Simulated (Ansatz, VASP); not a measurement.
# One calculation of HfB2, two programs

```
Hf B
1.0
     3.10805    0.00000    0.00000
    -1.55403    2.69165    0.00000
     0.00000    0.00000    3.42027
Hf B
1 2
Direct
  0.00000 0.00000 0.00000
  0.33333 0.66667 0.50000
  0.66667 0.33333 0.50000
```

Alike in both runs: functional PBEsol; k mesh 12 × 12 × 10; occupations gaussian, width 0.05 eV; no spin polarisation.

Ansatz relaxed the structure, and its values are those at the end. VASP's run is a single point on that final structure, the one shown.

|  | VASP | Ansatz |
| --- | --- | --- |
| version | VASP 6.6.1 | Ansatz 0.2.0 |
| potentials or method | VASP PAW PBE potentials, release 64 (Hf_pv, B) | scalar-relativistic, plane waves, PAW |
| plane-wave cutoff (eV) | 520 | 420 |
| valence electrons in the cell | 16 | 32 |

|  | VASP | Ansatz | Ansatz less VASP |
| --- | --- | --- | --- |
| pressure (GPa) | 5.5 | 5.4 | -0.04 |

With one functional, cell and mesh, what is left measures potentials, basis and numerics. The two sets of potentials don't hold the same shells in valence.

Caveats: the PAW data sets were made with another functional, which shifts forces and pressure a little (VASP). Spin-orbit coupling is left out, which matters for the levels of Hf.
